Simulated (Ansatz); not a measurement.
## Relativity in CdS

```xyz
2
Lattice="0.0000 2.9100 2.9100 2.9100 0.0000 2.9100 2.9100 2.9100 0.0000" Properties=species:S:1:pos:R:3 pbc="T T T"
Cd    0.0000    0.0000    0.0000
S     4.3650    4.3650    4.3650
```

Atoms are numbered in the order listed.

The cell is COD entry 1011260, as deposited and not checked against the literature; nothing was relaxed. It is an old determination, and later ones may differ.

One fixed cell is solved with PBE by all-electron LAPW in Ansatz 0.2.0 under different relativistic treatments. Pressure is positive in compression.

Numerical set-up: a Γ-centred 9×9×9 k mesh, Fermi–Dirac smearing of 0.03 eV, basis error target 0.5 meV/atom, no spin polarisation.

```tsv
setting	P (GPa)	gap on the k mesh (eV)
scalar-relativistic	3.33	1.16
non-relativistic	?	?
with spin–orbit coupling	3.27	1.15
scalar-relativistic, point nuclei	3.33	1.16
scalar-relativistic, inner shells corrected to Dirac	3.34	1.16
```

(1) Fill in "gap on the k mesh (eV)" for the row "non-relativistic".

(2) Give the missing entry: row "non-relativistic", column "P (GPa)".

## Answers

(1) 1.65.

(2) 5.56.
